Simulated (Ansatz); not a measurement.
Input of an Ansatz 0.2.0 run:

Contents of input.yaml:

```yaml
crystal:
  lattice:
    - [3.9998, 0.0, 0.0]
    - [0.0, 3.9998, 0.0]
    - [0.0, 0.0, 4.018]
  atoms:
    - { symbol: Ba, position: [0.0, 0.0, 0.0] }
    - { symbol: Ti, position: [0.5, 0.5, 0.49] }
    - { symbol: O, position: [0.0, 0.5, 0.517] }
    - { symbol: O, position: [0.5, 0.0, 0.517] }
    - { symbol: O, position: [0.5, 0.5, 0.019] }
kpoints:
  mp_grid: { grid: [7, 7, 7] }
  band_path:
    path:
      - [0.0, 0.0, 0.0]
      - [0.0, 0.5, 0.0]
      - [0.5, 0.5, 0.0]
      - [0.0, 0.0, 0.0]
      - [0.0, 0.0, 0.5]
      - [0.0, 0.5, 0.5]
      - [0.5, 0.5, 0.5]
      - [0.0, 0.0, 0.5]
    npoints: 6
scf:
  occupations: { method: fermi_dirac, width: 0.05 }
hamiltonian:
  xc: pbesol
  pseudopotentials: { kind: all_electron, lapw: { basis_error: 0.002 } }
  hubbard:
    sites: [{ species: Ti, l: d, u_eff: 2 }]
    double_counting: fll
    projectors: ortho-atomic
output:
  forces: true
  stress: true
  eigenvalues: true
  fatbands: false
  dos: { projected: true, de: 0.2, e_range: [-10, 6] }
  populations: true
  hubbard: {}
```

Potentials or basis: all-electron LAPW, scalar-relativistic.

Command:

```sh
$ ansatz run input.yaml --threads 4 --pin off --max-ram 12288MiB --backend cpu --events-out ev --progress --plain --runs-dir out
```

(1) What does it give for the Loewdin charges?

(2) Predict the largest force.

(3) Predict the band gap along the path.

Results:

(1) Ba +1.78; Ti +1.28; O -0.90, -0.88 e.

(2) 0.264 eV/Å.

(3) 2.00 eV, indirect (least direct gap 2.26 eV).

Caveat: spin-orbit coupling is left out, which moves the levels of the heavy elements; the mesh misses the band edges, which the band path finds closer together.
